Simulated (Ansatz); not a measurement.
**Al2O3 — ¹⁷O NMR of the central transition**

Cell: a Materials Project structure (computed, not necessarily an observed phase).

Space group Pbcn (No. 60); a = 7.0899, b = 4.8469, c = 4.9854 Å.

| site | Wyckoff | site symmetry | x | y | z |
| --- | --- | --- | --- | --- | --- |
| Al | 8d | 1 | 0.3904 | 0.2522 | 0.0305 |
| O9 | 8d | 1 | 0.6540 | 0.1070 | 0.1020 |
| O17 | 4c | .2. | 0.0000 | 0.0494 | 0.2500 |

One atom of each set is listed.

Level of theory: DFT, PBE, plane waves and PAW (field gradients read without the response of the frozen cores, which leaves them typically 4 to 6 % off), scalar-relativistic, 420 eV cutoff, Γ-centred 3×5×5 k-points, Fermi–Dirac smearing 0.02 eV (Ansatz 0.2.0).

¹⁷O has I = 5/2 and Q = -25.58 mb (Pyykkö 2018); at 28.2 T its Larmor frequency is ν₀ = 162.8 MHz. Only the quadrupole interaction is simulated: positions count from each site's isotropic chemical shift, and J coupling is left out, as are shift anisotropy and dipolar coupling, which fast spinning averages.

Q: Simulate the second-order pattern (fast magic-angle spinning, Gaussian broadening 0.02 kHz) of site O17 (4 Al at 1.87–1.97 Å; also 2 Al at 3.13 Å).

A: The calculation gives C_Q = 1.86 MHz and η = 0.30, so ν_Q = 0.279 MHz and the centre of gravity lies at -0.809 ppm (-0.132 kHz).

offset (kHz), height and a bar:
```
  -0.3395          0 
  -0.3287          3 #
  -0.3179          7 ##
  -0.3071          8 ##
  -0.2963          9 ###
  -0.2854          9 ###
  -0.2746          9 ###
  -0.2638         10 ###
  -0.2530         10 ###
  -0.2422         14 ####
  -0.2314         27 ########
  -0.2205         41 ############
  -0.2097         51 ###############
  -0.1989         66 ####################
  -0.1881         87 ##########################
  -0.1773         90 ###########################
  -0.1665         77 #######################
  -0.1556         69 #####################
  -0.1448         65 ####################
  -0.1340         64 ###################
  -0.1232         65 ####################
  -0.1124         68 ####################
  -0.1015         74 ######################
  -0.0907         86 ##########################
  -0.0799        100 ##############################
  -0.0691         95 ############################
  -0.0583         78 #######################
  -0.0475         67 ####################
  -0.0366         57 #################
  -0.0258         37 ###########
  -0.0150         11 ###
  -0.0042          1
```
